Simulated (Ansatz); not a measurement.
**Comparing deformations in AlRu**

Theory: DFT PBEsol, scalar-relativistic, plane waves, PAW (Ansatz 0.2.0). Cutoff 420 eV, Γ-centred 20×20×20 k-points, Gaussian smearing of 0.15 eV. No spin polarisation. Energies are free energies at this smearing, counted from the undisturbed cell; pressure is positive in compression.

The starting cell (relaxed at this level; it needn't be the usual structure):

```
Al Ru
1.0
     2.97641    0.00000    0.00000
     0.00000    2.97641    0.00000
     0.00000    0.00000    2.97641
Al Ru
1 1
Direct
  0.00000 0.00000 0.00000
  0.50000 0.50000 0.50000
```

The cell is strained by ε times a Voigt pattern (xx, yy, zz, yz, xz, xy; engineering shear) with fractional coordinates fixed. τ = (1/V0) dE/dε comes from the stress tensor. Of each scan, only the three points used here are listed.

```csv
pattern,ε,τ (GPa)
"(1, -1, 0, 0, 0, 0)",-0.0187,-6.69
"(1, -1, 0, 0, 0, 0)",0.0000,0.00
"(1, -1, 0, 0, 0, 0)",0.0187,6.69
"(0, 1, 0, 0, 0, 0)",-0.0150,-5.32
"(0, 1, 0, 0, 0, 0)",0.0000,0.02
"(0, 1, 0, 0, 0, 0)",0.0150,4.83
"(1, 1, 0, 0, 0, 0)",-0.0150,-15.86
"(1, 1, 0, 0, 0, 0)",0.0000,0.05
"(1, 1, 0, 0, 0, 0)",0.0150,14.07
"(0, 0, 1, 0, 0, 0)",-0.0150,-5.32
"(0, 0, 1, 0, 0, 0)",0.0000,0.02
"(0, 0, 1, 0, 0, 0)",0.0150,4.83
```

Question: Which constants do the scans give, and which deformation costs least for the same size of strain tensor?

Answer: The slope dτ/dε at zero (parabola through three points) is pᵀCp: (1, -1, 0, 0, 0, 0) gives 2(C11 − C12) = 358 GPa; (0, 1, 0, 0, 0, 0) gives C11 = 338 GPa; (1, 1, 0, 0, 0, 0) gives 2(C11 + C12) = 998 GPa; (0, 0, 1, 0, 0, 0) gives C11 = 338 GPa. The size of the strain tensor, ε:ε, is ε² times 2.0, 1.0, 2.0, 1.0. Per unit of it the stiffnesses are 179, 338, 499, 338 GPa, so (1, -1, 0, 0, 0, 0) is the softest of these: at ε:ε = (1 %)² the quadratic term costs 0.74 meV/atom against 2.05 for the stiffest.

Question: What else follows for this cubic crystal?

Answer: From the unrounded slopes C11 = 338.2 and C12 = 160.6 GPa, so B = (C11 + 2 C12)/3 = 220 GPa and the Poisson ratio for a pull along a cube edge is C12/(C11 + C12) = 0.32. Symmetry also asks 2(C11 − C12) = 355 GPa, against 358 from its own scan.

In a metal these slopes depend on the k mesh and the smearing.